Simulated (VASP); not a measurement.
# Ga8N7 (a cell with a defect) in VASP: relaxation of the atoms with PBE

Aim: the relaxation of the atoms of Ga8N7 (a cell with a defect) with PBE.

All numbers are computed with VASP 6.6.1; they aren't measurements. Logs are shortened: lines on timing, memory, paths and dates and some standing lists are left out, and cuts for length are marked.

### Step 1. The crystal as given

The cell holds a defect, 15 atoms: a = 5.244 Å, b = 6.435 Å, c = 6.435 Å, α = 120.00°, β = 90.00°, γ = 90.00°.

### Step 2. Relaxation of the atoms, PBE, collinear spin, ferromagnetic start

Input file INCAR:

```
SYSTEM = Ga8N7
  PREC = Normal
  ENCUT = 450
  EDIFF = 1E-6
  ISMEAR = 0
  SIGMA = 0.01
  LREAL = Auto
  LASPH = .TRUE.
  NELM = 150
  ALGO = Normal
  ISIF = 2
  LWAVE = .FALSE.
  LCHARG = .FALSE.
  ISPIN = 2
  MAGMOM = 0.25 0 0 0 0.25 0.25 0 0.25 0 0 0 0 0 0 0
  LORBIT = 11
  GGA = PE
  IBRION = 2
  NSW = 70
  EDIFFG = -0.025
  AMIX = 0.2
  BMIX = 1E-4
  AMIX_MAG = 0.8
  BMIX_MAG = 1E-4
  ICORELEVEL = 1
  NELECT = 137.0
  ISYM = 0
```

Input file KPOINTS:

```
Automatic mesh
0
G
  3 3 3
  0 0 0
```

Input file POSCAR:

```
Ga8N7
1.0
    0.0000000000      0.0000000000      5.2440550000
   -3.2177240000     -5.5732640000      0.0000000000
    6.4354500000      0.0000000000      0.0000000000
Ga N
8 7
Direct
    0.9967835100      0.1564691900      0.8316367300
    0.9991860000      0.1666665000      0.3333330000
    0.9991860000      0.6666665000      0.8333330000
    0.9991860000      0.6666665000      0.3333330000
    0.4943686600      0.3293565000      0.1654697800
    0.4756157100      0.3401120600      0.6666237900
    0.4991860000      0.8333335000      0.1666670000
    0.4986125800      0.8372216800      0.6667745000
    0.3758140000      0.1666665000      0.3333330000
    0.3758140000      0.6666665000      0.8333330000
    0.3758140000      0.6666665000      0.3333330000
    0.8758140000      0.3333335000      0.1666670000
    0.8758140000      0.3333335000      0.6666670000
    0.8758140000      0.8333335000      0.1666670000
    0.8758140000      0.8333335000      0.6666670000
```

Potentials or basis: VASP PAW PBE potentials, release 64 (Ga_d, N).

On the command line:

```bash
> cat potpaw_PBE.64/Ga_d/POTCAR potpaw_PBE.64/N/POTCAR > POTCAR
> mpirun -np 4 vasp_std > vasp.out
```

OUTCAR:

```text
SYSTEM = Ga8N7
   PREC = Normal
   ENCUT = 450
   EDIFF = 1E-6
   ISMEAR = 0
   LREAL = Auto
   LASPH = .TRUE.
   NELM = 150
   ISIF = 2
   ISPIN = 2
   LORBIT = 11
   GGA = PE
   IBRION = 2
   NSW = 70
   EDIFFG = -0.025
   AMIX = 0.2
   AMIX_MAG = 0.8
   NELECT = 137.0
   ISYM = 0

 ion  position               nearest neighbor table
   1  0.997  0.156  0.832-  15 1.91  12 1.97  13 2.01
   2  0.999  0.167  0.333-  12 1.97  14 1.97  13 1.97   9 1.98
   3  0.999  0.667  0.833-  15 1.97  13 1.97  14 1.97  10 1.98
   4  0.999  0.667  0.333-  14 1.97  12 1.97  15 1.97  11 1.98
   5  0.494  0.329  0.165-   9 1.94  11 1.98  12 2.00
   6  0.476  0.340  0.667-  10 1.89   9 1.93  13 2.10
   7  0.499  0.833  0.167-  11 1.97   9 1.97  10 1.97  14 1.98
   8  0.499  0.837  0.667-  11 1.97  15 1.98  10 1.99
   9  0.376  0.167  0.333-   6 1.93   5 1.94   7 1.97   2 1.98
  10  0.376  0.667  0.833-   6 1.89   7 1.97   3 1.98   8 1.99
  11  0.376  0.667  0.333-   8 1.97   7 1.97   4 1.98   5 1.98
  12  0.876  0.333  0.167-   2 1.97   4 1.97   1 1.97   5 2.00
  13  0.876  0.333  0.667-   3 1.97   2 1.97   1 2.01   6 2.10
  14  0.876  0.833  0.167-   4 1.97   2 1.97   3 1.97   7 1.98
  15  0.876  0.833  0.667-   1 1.91   3 1.97   4 1.97   8 1.98

IMPORTANT INFORMATION: All symmetrisations will be switched off!
NOSYMM: (Re-)initialisation of all symmetry stuff for point group C_1.

----------------------------------------------------------------------------------------

                                     Primitive cell

  volume of cell :     188.0857

  direct lattice vectors                    reciprocal lattice vectors
     0.000000000  0.000000000  5.244055000     0.000000000  0.000000000  0.190692127
    -3.217724000 -5.573264000  0.000000000     0.000000000 -0.179428069  0.000000000
     6.435450000  0.000000000  0.000000000     0.155389289 -0.089714007  0.000000000

  length of vectors
     5.244055000  6.435450206  6.435450000     0.190692127  0.179428069  0.179428075

  position of ions in fractional coordinates (direct lattice)
     0.996783510  0.156469190  0.831636730
     0.999186000  0.166666500  0.333333000
     0.999186000  0.666666500  0.833333000
     0.999186000  0.666666500  0.333333000
     0.494368660  0.329356500  0.165469780
     0.475615710  0.340112060  0.666623790
     0.499186000  0.833333500  0.166667000
     0.498612580  0.837221680  0.666774500
     0.375814000  0.166666500  0.333333000
     0.375814000  0.666666500  0.833333000
     0.375814000  0.666666500  0.333333000
     0.875814000  0.333333500  0.166667000
     0.875814000  0.333333500  0.666667000
     0.875814000  0.833333500  0.166667000
     0.875814000  0.833333500  0.666667000

  ion indices of the primitive-cell ions
   primitive index   ion index
                 1           1
                 2           2
[... 369 lines left out ...]
--------------------------------------- Ionic step       16  -------------------------------------------

 number of electron     137.0000078 magnetization       0.5555555

 Free energy of the ion-electron system (eV)
  ---------------------------------------------------
  ext. energy  EPLUGINS =         0.00000000
  ---------------------------------------------------
  free energy    TOTEN  =       -97.43418751 eV

  energy without entropy =      -97.43356098  energy(sigma->0) =      -97.43387425

 the core state eigenenergies are
   1-  1s -10218.2113  2s  -1251.5729  2p  -1088.0370  3s   -137.7330  3p    -88.4715

   2-  1s -10217.4126  2s  -1250.7672  2p  -1087.2302  3s   -136.9927  3p    -87.7339

   3-  1s -10217.4135  2s  -1250.7681  2p  -1087.2311  3s   -136.9934  3p    -87.7346
[... 11 lines left out ...]
   9-  1s   -371.0576
  10-  1s   -371.0581
  11-  1s   -371.0583
  12-  1s   -371.0356
  13-  1s   -371.0357
  14-  1s   -370.4419
  15-  1s   -371.0344

 E-fermi :   5.0603     XC(G=0): -11.1056

 val. band max:        5.0602031249   @ k =   0.0000   0.3333   0.0000
 cond. band min:       5.0606782773   @ k =   0.0000  -0.3333   0.3333
 fundamental gap:      0.0004751524
 Fermi energy:         5.0603439971

 spin component 1

 k-point     1 :       0.0000    0.0000    0.0000
  band No.  band energies     occupation
      1     -11.1501      1.00000
      2     -10.5014      1.00000
      3     -10.4850      1.00000
      4     -10.4843      1.00000
      5     -10.3180      1.00000
      6     -10.3177      1.00000
[... 1151 lines left out ...]
     79      11.5897      0.00000
     80      12.0587      0.00000
 Fermi energy:         5.0603439971

 spin component 2

 k-point     1 :       0.0000    0.0000    0.0000
  band No.  band energies     occupation
      1     -11.1218      1.00000
      2     -10.4774      1.00000
      3     -10.4619      1.00000
      4     -10.4610      1.00000
      5     -10.2953      1.00000
      6     -10.2949      1.00000
[... 1151 lines left out ...]
     79      11.6293      0.00000
     80      12.1043      0.00000
 [bands above 80 left out]

------------------------ aborting loop because EDIFF is reached ----------------------------------------

  FORCE on cell =-STRESS in cart. coord.  units (eV):
  Direction    XX          YY          ZZ          XY          YZ          ZX
  --------------------------------------------------------------------------------------
  -------------------------------------------------------------------------------------
  Total      -16.4480483    -16.4315552    -16.0932325     -0.0049719     -0.0065289      0.0017139
  in kB     -140.1100157   -139.9695220   -137.0875752     -0.0423520     -0.0556150      0.0145996
  external PRESSURE =    -139.0557043 kB  Pullay stress =       0.0000000 kB
[... 30 lines left out ...]
  FREE ENERGIE OF THE ION-ELECTRON SYSTEM (eV)
  ---------------------------------------------------
  free  energy   TOTEN  =       -97.4341875078 eV

  energy  without entropy=      -97.4335609834  energy(sigma->0) =      -97.43387425

 reached required accuracy - stopping structural energy minimisation

 total charge

# of ion       s       p       d       tot
------------------------------------------
    1        0.812   0.791  10.132  11.735
    2        0.760   0.829  10.158  11.747
    3        0.760   0.829  10.158  11.747
    4        0.760   0.829  10.158  11.747
    5        0.814   0.757  10.107  11.678
    6        0.814   0.756  10.107  11.677
    7        0.757   0.829  10.159  11.744
    8        0.814   0.757  10.107  11.678
    9        1.237   2.451   0.000   3.688
   10        1.237   2.451   0.000   3.688
   11        1.237   2.451   0.000   3.688
   12        1.236   2.453   0.000   3.689
   13        1.236   2.453   0.000   3.688
   14        1.224   2.489   0.000   3.714
   15        1.236   2.453   0.000   3.688
--------------------------------------------------
tot         14.933  23.578  81.087 119.598

 magnetization (x)

# of ion       s       p       d       tot
------------------------------------------
    1        0.001   0.008   0.002   0.011
    2        0.000   0.002   0.002   0.003
    3        0.000   0.002   0.002   0.003
    4        0.000   0.002   0.002   0.003
    5        0.008   0.032   0.004   0.044
    6        0.009   0.032   0.004   0.044
    7        0.001   0.000   0.000   0.002
    8        0.008   0.032   0.004   0.044
    9        0.001   0.013   0.000   0.014
   10        0.001   0.013   0.000   0.014
   11        0.001   0.013   0.000   0.014
   12        0.001   0.026   0.000   0.027
   13        0.001   0.026   0.000   0.027
   14        0.000   0.001   0.000   0.002
   15        0.001   0.026   0.000   0.027
--------------------------------------------------
tot          0.035   0.226   0.019   0.280
```

OSZICAR:

```text
N       E                     dE             d eps       ncg     rms          rms(c)
DAV:   1     0.173760569915E+04    0.17376E+04   -0.52589E+04  5036   0.276E+03
DAV:   2     0.327991718614E+03   -0.14096E+04   -0.13424E+04  4704   0.758E+02
[... 163 lines left out ...]
       N       E                     dE             d eps       ncg     rms          rms(c)
DAV:   1    -0.974339583366E+02    0.12545E-03   -0.58678E-02  5020   0.975E-01    0.263E-02
DAV:   2    -0.974341821881E+02   -0.22385E-03   -0.22859E-03  6616   0.270E-01    0.149E-02
DAV:   3    -0.974341912255E+02   -0.90374E-05   -0.12117E-04  6424   0.606E-02    0.129E-02
DAV:   4    -0.974341876108E+02    0.36148E-05   -0.72858E-06  5416   0.614E-02    0.713E-03
DAV:   5    -0.974341875078E+02    0.10294E-06   -0.77811E-06  4328   0.332E-02
  16 F= -.97434188E+02 E0= -.97433874E+02  d E =-.103666E-03  mag=     0.5556
```

Run time: 10 min. Hardware: 4 MPI ranks of Intel Xeon Platinum 8488C (Sapphire Rapids), shared host; peak memory 0.17 GiB.

Results:

```yaml
Free_energy: -97.4342 eV
Energy_gained_by_relaxing: 48.9 meV/atom
Ionic_steps: 16
Largest_force_after_relaxing: 0.016 eV/Å
Band_gap_on_the_k_mesh: none (metal or under the smearing width)
Net_moment: 0.56 μB per cell
Site_moments: Ga +0.01, +0.00, +0.04; N +0.01, +0.03, +0.00 μB
Valence_electrons_inside_the_program's_atomic_spheres: Ga 11.73, 11.75, 11.68, 11.74; N 3.69, 3.71
```

Forces on the atoms (eV/Å):
```
Ga  -0.004 -0.010 -0.011
Ga   0.000 -0.006  0.005
Ga   0.000  0.005  0.003
Ga   0.001 -0.001 -0.002
Ga  -0.005  0.006 -0.005
Ga  -0.002  0.005 -0.006
Ga  -0.002  0.002 -0.005
Ga   0.010 -0.004 -0.007
N    0.004  0.000  0.003
N   -0.002  0.002  0.007
N   -0.004 -0.004  0.008
N   -0.003 -0.003  0.003
N    0.005  0.001 -0.001
N    0.001  0.004  0.001
N    0.000  0.003  0.005
```

Step by step:
| step | energy change (eV) | largest force (eV/Å) | pressure (GPa) |
| --- | --- | --- | --- |
| 1 | 0.0000 | 1.7830 | -18.55 |
| 2 | -0.3618 | 1.1201 | -17.47 |
| 3 | -0.4157 | 1.2259 | -16.52 |
| 4 | -0.5865 | 1.1613 | -14.60 |
| 5 | -0.5865 | 1.1500 | -14.67 |
| 6 | -0.6858 | 0.7079 | -14.31 |
| 7 | -0.6911 | 0.5680 | -14.46 |
| 8 | -0.7102 | 0.4031 | -14.42 |
| 9 | -0.7130 | 0.4449 | -14.38 |
| 10 | -0.7269 | 0.2364 | -14.24 |
| 11 | -0.7301 | 0.1271 | -14.14 |
| 12 | -0.7329 | 0.0527 | -14.02 |
| 13 | -0.7329 | 0.0592 | -13.98 |
| 14 | -0.7335 | 0.0332 | -13.94 |
| 15 | -0.7335 | 0.0343 | -13.94 |
| 16 | -0.7336 | 0.0156 | -13.91 |

Final structure:
```xyz
15
Lattice="0.0000 0.0000 5.2441 -3.2177 -5.5733 0.0000 6.4355 0.0000 0.0000" Properties=species:S:1:pos:R:3 pbc="T T T"
Ga    4.8260   -0.9268    4.9226
Ga    1.6089   -0.8907    5.2414
Ga    3.2485   -3.7328    5.2411
Ga   -0.0322   -3.7314    5.2415
Ga    0.1271   -1.9299    2.6569
Ga    3.0911   -1.9309    2.6565
Ga   -1.6092   -4.6438    2.6560
Ga    1.6073   -4.4965    2.6563
N     1.6089   -0.9090    1.9592
N     3.2336   -3.7250    1.9588
N    -0.0174   -3.7233    1.9587
N     0.0133   -1.8634    4.6011
N     3.2037   -1.8645    4.6013
N    -1.6092   -4.6429    4.5974
N     1.6078   -4.6269    4.6006
```

Core levels (eV, on the scale of the bands):
| atom | levels |
| --- | --- |
| 1 Ga | 1s -10218.2, 2s -1251.6, 2p -1088.0, 3s -137.7, 3p -88.5 |
| 2 Ga | 1s -10217.4, 2s -1250.8, 2p -1087.2, 3s -137.0, 3p -87.7 |
| 3 Ga | 1s -10217.4, 2s -1250.8, 2p -1087.2, 3s -137.0, 3p -87.7 |
| 4 Ga | 1s -10217.4, 2s -1250.8, 2p -1087.2, 3s -137.0, 3p -87.7 |
| 5 Ga | 1s -10218.3, 2s -1251.7, 2p -1088.2, 3s -137.8, 3p -88.6 |
| 6 Ga | 1s -10218.3, 2s -1251.7, 2p -1088.2, 3s -137.8, 3p -88.6 |

Caveat: the k mesh is coarse (spacing up to 0.40 Å⁻¹), so the values aren't converged; the cell is charged against a uniform background, so pressure and absolute levels hang on convention; the cutoff is under 1.25 times the usual one of these potentials, so pressure, stress and relaxed cells hold a basis-set (Pulay) error.
